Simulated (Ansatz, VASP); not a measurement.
**One calculation of MgO, two programs**

```
Mg O
1.0
     3.30779    0.00000    0.00000
    -1.65389    2.86463    0.00000
     0.00000    0.00000    4.98288
Mg O
2 2
Direct
  0.33333 0.66667 0.00216
  0.66667 0.33333 0.50216
  0.33333 0.66667 0.40244
  0.66667 0.33333 0.90244
```

Measurements of this composition are mostly on another form, of space group No. 225.

Alike in both runs: task relaxation of cell and atoms; functional PBE; k mesh 12 × 12 × 6; occupations gaussian, width 0.02 eV; no spin polarisation.

```csv
,VASP,Ansatz
version,VASP 6.6.1,Ansatz 0.2.0
potentials or method,"VASP PAW PBE potentials, release 64 (Mg, O)","scalar-relativistic, plane waves, PAW"
plane-wave cutoff (eV),600,420
valence electrons in the cell,16,32
```

Ansatz gave:

- gap on the k mesh at the Fermi level, each at its own relaxed structure (eV): 3.41
- relaxed volume (Å³/atom): 12.18
- relaxed cell length with the largest relative difference (Å): 5.118
- energy change over the relaxation (meV/atom): -4

Problem. Which values does VASP return?

Solution. gap on the k mesh at the Fermi level, each at its own relaxed structure (eV): 3.42; relaxed volume (Å³/atom): 12.12; relaxed cell length with the largest relative difference (Å): 5.109; energy change over the relaxation (meV/atom): -3.

The two sets of potentials don't hold the same shells in valence.

A k mesh can miss the band edges. PBE gaps usually lie below the measured ones, often by a third to a half.
